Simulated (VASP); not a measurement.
EuO (mix): single point with PBE

**The experiment to reproduce.**

From a printed reference work, monograph, for a bulk crystal of EuO at 300 K: band gap 1.115 eV (optical).

Crystal: EuO (mix).

```
Eu O
1.0
     0.00000    2.53062    2.53062
     2.53062    0.00000    2.53062
     2.53062    2.53062    0.00000
Eu O
1 1
Direct
  0.00000 0.00000 0.00000
  0.50000 0.50000 0.50000
```

- Program: VASP 6.6.1
- Task: single point
- Functional: PBE
- Potentials or basis: VASP PAW PBE potentials, release 64 (Eu, O)
- Cutoff: 600 eV
- k mesh: 14 × 14 × 14
- Occupations: gaussian, width 0.1 eV
- Spin: collinear spin, ferromagnetic start
- Starting moments: [7.28, 0.0] μB
- Dipole correction: no
- Further INCAR settings: ALGO = Normal; EDIFF = 1e-06; NBANDS = 22

```
Pressure                                              : -0.2 GPa
Net moment                                            : 6.94 μB per cell
Site moments                                          : Eu +6.57; O -0.10 μB
Valence electrons inside the program's atomic spheres : Eu 14.83; O 4.96
```

Levels at points of the mesh, in eV from the Fermi level:
Spin up:
```tsv
k point	band 13	band 14	band 15	band 16	band 17	band 18
(0.00, 0.00, 0.00)	-0.20	0.07	0.07	0.07	1.60	1.60
(0.50, 0.00, 0.00)	-0.31	-0.29	-0.26	2.31	4.50	4.50
(0.50, 0.50, 0.00)	-0.40	-0.32	-0.05	-0.05	3.64	5.91
```
Spin down:
| k point | band 4 | band 5 | band 6 | band 7 | band 8 | band 9 | band 10 | band 11 | band 12 | band 13 |
| --- | --- | --- | --- | --- | --- | --- | --- | --- | --- | --- |
| (0.00, 0.00, 0.00) | -17.57 | -17.57 | -3.93 | -3.93 | -3.93 | 0.90 | 2.71 | 2.71 | 2.71 | 3.60 |
| (0.50, 0.00, 0.00) | -17.67 | -16.31 | -5.99 | -5.07 | -5.07 | 3.14 | 3.65 | 4.09 | 4.09 | 4.50 |
| (0.50, 0.50, 0.00) | -18.05 | -18.05 | -3.86 | -3.83 | -3.83 | -0.38 | 4.13 | 4.22 | 4.35 | 4.35 |

Run time: 2.3 min on 1 thread of Intel(R) Xeon(R) 6975P-C (Granite Rapids), with other jobs on the host, peak memory 0.31 GiB.

Against the measured gap of EuO, 1.115 eV (optical; 300 K; a printed reference work, monograph), the calculated 0.00 eV is off by -1.11 eV. So large a miss can be the level of theory's own, or it may mean another phase, state or a wrong row. Spin-orbit coupling on Eu is left out. The value is that of PBE on a finite k mesh, which can miss the band edges, without temperature or zero-point motion. Semilocal functionals fall short of measured gaps as a rule. The run's magnetic order (collinear spin, ferromagnetic start) needn't be the measured crystal's.

Caveat: spin-orbit coupling is left out, which moves the levels of the heavy elements; a cell with one magnetic atom can't hold antiferromagnetic order, which such compounds often take; without U or exact exchange the open f shell lies at the Fermi level, which spoils levels, moments and volumes. The state reached can hang on the start; a lower one may exist.
